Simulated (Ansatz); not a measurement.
# Band alignment of van der Waals layers

Plane-wave DFT in Ansatz, PBE (D3 dispersion in the geometry where needed), scalar-relativistic PAW potentials, cutoff 420 eV, no spin-orbit coupling; no spin polarisation. Each layer was relaxed alone in vacuum; layers built from a prototype may never have been made or may have a lower form. Levels count down from the vacuum level.

| layer | valence top (eV) | conduction bottom (eV) |
| --- | --- | --- |
| PtSe₂ (P-3m1 as a slab) | 5.65 | 4.29 |
| SnSe₂ (P-3m1 as a slab) | 5.96 | 5.19 |
| Bi₂Te₃ (P-3m1 as a slab) | 5.37 | 4.30 |
| SnO (P4/nmm as a slab) | 5.40 | 2.36 |

Task: Line the vacuum levels up. What type is each pair, where do electrons and holes collect, and what gap is left across the pair?

Result:
```tsv
pair	type	electrons	holes	highest valence top to lowest conduction bottom (eV)
PtSe₂ / SnSe₂	II (staggered)	SnSe₂	PtSe₂	0.46
PtSe₂ / Bi₂Te₃	I (straddling), close call	Bi₂Te₃	Bi₂Te₃	1.07
PtSe₂ / SnO	II (staggered), close call	PtSe₂	SnO	1.11
SnSe₂ / Bi₂Te₃	II (staggered)	SnSe₂	Bi₂Te₃	0.18
SnSe₂ / SnO	II (staggered), close call	SnSe₂	SnO	0.21
Bi₂Te₃ / SnO	I (straddling), close call	Bi₂Te₃	Bi₂Te₃	1.07
```

Electrons fall to the conduction band that lies deepest under vacuum, holes rise to the shallowest valence band. Type II parts the carriers (detectors, tunnel transistors once the gap left is small), type I gathers them (emitters), and in type III charge moves over until a dipole builds up, so the rule fails there. It holds best for weak coupling; no stack was computed, and quasiparticle corrections widen the gap of a free layer by about 1 eV or more. A close call has an offset or a gap across the pair under 0.1 eV in size, or puts a carrier in the layer whose edges move out most (as a rule the one with the wider gap) by a margin that the corrections can undo; such pairs can change type.

Spin-orbit coupling, left out, can lift the valence top by a tenth of an eV or more in selenides, tellurides and layers of other heavy elements.

Cost: about 5.2 core-minutes for the runs cited, on Arm Neoverse V2, Arm Neoverse V1, Intel Xeon 6975P-C (Granite Rapids) (shared hosts).